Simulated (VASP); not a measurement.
Set up this calculation in VASP 6.6.1, as the native input.

* Task: relaxation of cell and atoms
* Functional: LDA
* Potentials or basis: VASP PAW LDA potentials, release 64 (Sr_sv, Cl)
* Cutoff: 600 eV
* k mesh: 8 × 8 × 8
* Occupations: gaussian, width 0.03 eV
* Spin: no spin polarisation
* Further INCAR settings: ALGO = Normal; EDIFF = 1e-06; IBRION = 2; EDIFFG = -0.01; NSW = 90; ISIF = 3

The structure of SrCl2 lies in POSCAR:

```
SrCl2
1.0
    0.0000000000      3.4883500000      3.4883500000
    3.4883500000      0.0000000000      3.4883500000
    3.4883500000      3.4883500000      0.0000000000
Sr Cl
1 2
Direct
    0.0000000000      0.0000000000      0.0000000000
    0.2500000000      0.2500000000      0.2500000000
    0.7500000000      0.7500000000      0.7500000000
```

One way to write it, as run:

INCAR

```
SYSTEM = SrCl2
PREC     = Accurate       ! precision mode
ENCUT    = 600            ! plane-wave cutoff, eV
EDIFF    = 1E-6           ! SCF threshold, eV
ISMEAR   = 0              ! smearing method
SIGMA    = 0.03           ! smearing width, eV
LREAL    = .FALSE.        ! projectors in reciprocal space
LASPH    = .TRUE.         ! aspherical terms in the spheres
NELM     = 80             ! most SCF steps
ALGO     = Normal         ! electronic algorithm
ISIF     = 3              ! what is computed and relaxed
LWAVE    = .FALSE.        ! write WAVECAR
LCHARG   = .FALSE.        ! write CHGCAR
GGA      = CA             ! functional
IBRION   = 2              ! ionic algorithm
NSW      = 90             ! ionic steps
EDIFFG   = -0.01          ! ionic threshold
KPAR     = 2
```

KPOINTS

```
Automatic mesh
0
G
  8 8 8
  0 0 0
```

Potentials or basis: VASP PAW LDA potentials, release 64 (Sr_sv, Cl).

Command:

```console
$ cat potpaw_LDA.64/Sr_sv/POTCAR potpaw_LDA.64/Cl/POTCAR > POTCAR
$ mpirun -np 2 vasp_std > vasp.out
```

It gave:

- Relaxed volume: 26.34 Å³/atom
- Relaxed cell: a = 4.817 Å, b = 4.817 Å, c = 4.817 Å, α = 60.00°, β = 60.00°, γ = 60.00°
- Space group after relaxing (to 0.05 Å): Fm-3m (No. 225)
- Energy gained by relaxing: 17.6 meV/atom
- Ionic steps: 3
- Pressure after relaxing: 0.0 GPa
- Band gap on the k mesh: 5.10 eV, direct

It took 62 s on 2 MPI ranks on Intel(R) Xeon(R) Platinum 8259CL CPU @ 2.50GHz (Skylake/Cascade Lake), on a shared host, peak memory 0.21 GiB a rank.
